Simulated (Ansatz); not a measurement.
# ZrS2: the cost of one run

Program: Ansatz 0.2.0. Level of theory: DFT PBE, scalar-relativistic, plane waves, PAW. These are calculated values, not measurements.

## Step 1: The starting structure

The structure is trigonal, space group P-3m1 (No. 164). The conventional cell has a = 3.691 Å, b = 3.691 Å, c = 6.041 Å, α = 90.00°, β = 90.00°, γ = 120.00°. Zr (site symmetry -3m) is surrounded by 6 S at 2.57 Å. S (site symmetry 3m) is surrounded by 3 Zr at 2.57 Å.

Structure file:

```
Zr S
1.0
    11.07415    0.00000    0.00000
    -5.53707    9.59049    0.00000
     0.00000    0.00000   12.08215
Zr S
18 36
Direct
  0.00000 0.00000 0.00000
  0.00000 0.00000 0.50000
  0.00000 0.33333 0.00000
  0.00000 0.33333 0.50000
  0.00000 0.66667 0.00000
  0.00000 0.66667 0.50000
  0.33333 0.00000 0.00000
  0.33333 0.00000 0.50000
  0.33333 0.33333 0.00000
  0.33333 0.33333 0.50000
  0.33333 0.66667 0.00000
  0.33333 0.66667 0.50000
  0.66667 0.00000 0.00000
  0.66667 0.00000 0.50000
  0.66667 0.33333 0.00000
  0.66667 0.33333 0.50000
  0.66667 0.66667 0.00000
  0.66667 0.66667 0.50000
  0.22222 0.11111 0.38105
  0.22222 0.11111 0.88104
  0.22222 0.44444 0.38105
  0.22222 0.44444 0.88104
  0.22222 0.77778 0.38105
  0.22222 0.77778 0.88104
  0.55556 0.11111 0.38105
  0.55556 0.11111 0.88104
  0.55556 0.44444 0.38105
  0.55556 0.44444 0.88104
  0.55556 0.77778 0.38105
  0.55556 0.77778 0.88104
  0.88889 0.11111 0.38105
  0.88889 0.11111 0.88104
  0.88889 0.44444 0.38105
  0.88889 0.44444 0.88104
  0.88889 0.77778 0.38105
  0.88889 0.77778 0.88104
  0.11111 0.22222 0.11896
  0.11111 0.22222 0.61896
  0.11111 0.55556 0.11896
  0.11111 0.55556 0.61896
  0.11111 0.88889 0.11896
  0.11111 0.88889 0.61896
  0.44444 0.22222 0.11896
  0.44444 0.22222 0.61896
  0.44444 0.55556 0.11896
  0.44444 0.55556 0.61896
  0.44444 0.88889 0.11896
  0.44444 0.88889 0.61896
  0.77778 0.22222 0.11896
  0.77778 0.22222 0.61896
  0.77778 0.55556 0.11896
  0.77778 0.55556 0.61896
  0.77778 0.88889 0.11896
  0.77778 0.88889 0.61896
```

The runs take a perfect supercell of 54 atoms; the defect goes to fractional position (0.083, 0.250, 0.250).

## Step 2: The perfect supercell

The input, input.yaml:

```yaml
crystal:
  lattice:
    - [11.074148, 0.0, 0.0]
    - [-5.537074, 9.590493, 0.0]
    - [0.0, 0.0, 12.082154]
  atoms:
    - { symbol: Zr, position: [0.0, 0.0, 0.0] }
    - { symbol: Zr, position: [0.0, 0.0, 0.5] }
    - { symbol: Zr, position: [0.0, 0.333333, 0.0] }
    - { symbol: Zr, position: [0.0, 0.333333, 0.5] }
    - { symbol: Zr, position: [0.0, 0.666667, 0.0] }
    - { symbol: Zr, position: [0.0, 0.666667, 0.5] }
    - { symbol: Zr, position: [0.333333, 0.0, 0.0] }
    - { symbol: Zr, position: [0.333333, 0.0, 0.5] }
    - { symbol: Zr, position: [0.333333, 0.333333, 0.0] }
    - { symbol: Zr, position: [0.333333, 0.333333, 0.5] }
    - { symbol: Zr, position: [0.333333, 0.666667, 0.0] }
    - { symbol: Zr, position: [0.333333, 0.666667, 0.5] }
    - { symbol: Zr, position: [0.666667, 0.0, 0.0] }
    - { symbol: Zr, position: [0.666667, 0.0, 0.5] }
    - { symbol: Zr, position: [0.666667, 0.333333, 0.0] }
    - { symbol: Zr, position: [0.666667, 0.333333, 0.5] }
    - { symbol: Zr, position: [0.666667, 0.666667, 0.0] }
    - { symbol: Zr, position: [0.666667, 0.666667, 0.5] }
    - { symbol: S, position: [0.222222, 0.111111, 0.381045] }
    - { symbol: S, position: [0.222222, 0.111111, 0.881045] }
    - { symbol: S, position: [0.222222, 0.444444, 0.381045] }
    - { symbol: S, position: [0.222222, 0.444444, 0.881045] }
    - { symbol: S, position: [0.222222, 0.777778, 0.381045] }
    - { symbol: S, position: [0.222222, 0.777778, 0.881045] }
    - { symbol: S, position: [0.555556, 0.111111, 0.381045] }
    - { symbol: S, position: [0.555556, 0.111111, 0.881045] }
    - { symbol: S, position: [0.555556, 0.444444, 0.381045] }
    - { symbol: S, position: [0.555556, 0.444444, 0.881045] }
    - { symbol: S, position: [0.555556, 0.777778, 0.381045] }
    - { symbol: S, position: [0.555556, 0.777778, 0.881045] }
    - { symbol: S, position: [0.888889, 0.111111, 0.381045] }
    - { symbol: S, position: [0.888889, 0.111111, 0.881045] }
    - { symbol: S, position: [0.888889, 0.444444, 0.381045] }
    - { symbol: S, position: [0.888889, 0.444444, 0.881045] }
    - { symbol: S, position: [0.888889, 0.777778, 0.381045] }
    - { symbol: S, position: [0.888889, 0.777778, 0.881045] }
    - { symbol: S, position: [0.111111, 0.222222, 0.118955] }
    - { symbol: S, position: [0.111111, 0.222222, 0.618955] }
    - { symbol: S, position: [0.111111, 0.555556, 0.118955] }
    - { symbol: S, position: [0.111111, 0.555556, 0.618955] }
    - { symbol: S, position: [0.111111, 0.888889, 0.118955] }
    - { symbol: S, position: [0.111111, 0.888889, 0.618955] }
    - { symbol: S, position: [0.444444, 0.222222, 0.118955] }
    - { symbol: S, position: [0.444444, 0.222222, 0.618955] }
    - { symbol: S, position: [0.444444, 0.555556, 0.118955] }
    - { symbol: S, position: [0.444444, 0.555556, 0.618955] }
    - { symbol: S, position: [0.444444, 0.888889, 0.118955] }
    - { symbol: S, position: [0.444444, 0.888889, 0.618955] }
    - { symbol: S, position: [0.777778, 0.222222, 0.118955] }
    - { symbol: S, position: [0.777778, 0.222222, 0.618955] }
    - { symbol: S, position: [0.777778, 0.555556, 0.118955] }
    - { symbol: S, position: [0.777778, 0.555556, 0.618955] }
    - { symbol: S, position: [0.777778, 0.888889, 0.118955] }
    - { symbol: S, position: [0.777778, 0.888889, 0.618955] }
basis:
  ecutwfc: 420
  fft_grid_basis: typed
kpoints:
  mp_grid: { grid: [3, 3, 1] }
hamiltonian:
  xc: pbe
  pseudopotentials: { kind: paw }
scf:
  occupations: { method: gaussian, width: 0.05 }
output:
  forces: true
  stress: false
  eigenvalues: true
  bader: false
  write_density: true
  volumetric_format: npy
```

Launch:

```bash
> ansatz run input.yaml --threads 8 --pin off --max-ram 16384MiB --backend cpu --events-out ev --progress --plain --runs-dir out
```

What time and memory should one allow on 8 threads of Arm Neoverse N1, shared host?

About 17 s, with a peak of 5 GiB.
